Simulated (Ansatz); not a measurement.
Input of an Ansatz 0.2.0 run:

Contents of input.yaml:

```yaml
crystal:
  lattice:
    - [-1.9111067713, 1.9111067713, 4.2806687947]
    - [1.9111067713, -1.9111067713, 4.2806687947]
    - [1.9111067713, 1.9111067713, -4.2806687947]
  atoms:
    - { symbol: Ti, position: [0.0, 0.0, 0.0] }
    - { symbol: Al, position: [0.25, 0.75, 0.5] }
    - { symbol: Al, position: [0.75, 0.25, 0.5] }
    - { symbol: Al, position: [0.5, 0.5, 0.0] }
hamiltonian:
  xc: pbe
  pseudopotentials: { kind: paw }
kpoints:
  mp_grid: { grid: [10, 10, 10] }
scf:
  occupations: { method: fermi_dirac, width: 0.05 }
output:
  forces: true
  stress: true
  eigenvalues: true
  write_density: true
  write_potential: true
  elf: true
  volumetric_format: npy
relax:
  f_tol: 0.01
  max_steps: 40
  cell: { stress_tol: 0.05 }
```

Potentials or basis: Ansatz PAW.

The run is started by

```sh
$ ansatz run input.yaml --threads 2 --pin off --max-ram 5632MiB --backend cpu --events-out ev --progress --plain --runs-dir out
```

Task: Estimate the relaxed volume.

Result: 15.94 Å³/atom.

Task: Predict the band gap on the k mesh.

Result: None (metal or under the smearing width).

Task: Predict the space group after relaxing (to 0.05 Å).

Result: I4/mmm (No. 139).

Final structure:
```
CELL_PARAMETERS angstrom
-1.92352 1.92352 4.30750
1.92352 -1.92352 4.30750
1.92352 1.92352 -4.30750
ATOMIC_POSITIONS crystal
Ti 0.00000 0.00000 0.00000
Al 0.25000 0.75000 0.50000
Al 0.75000 0.25000 0.50000
Al 0.50000 0.50000 0.00000
```
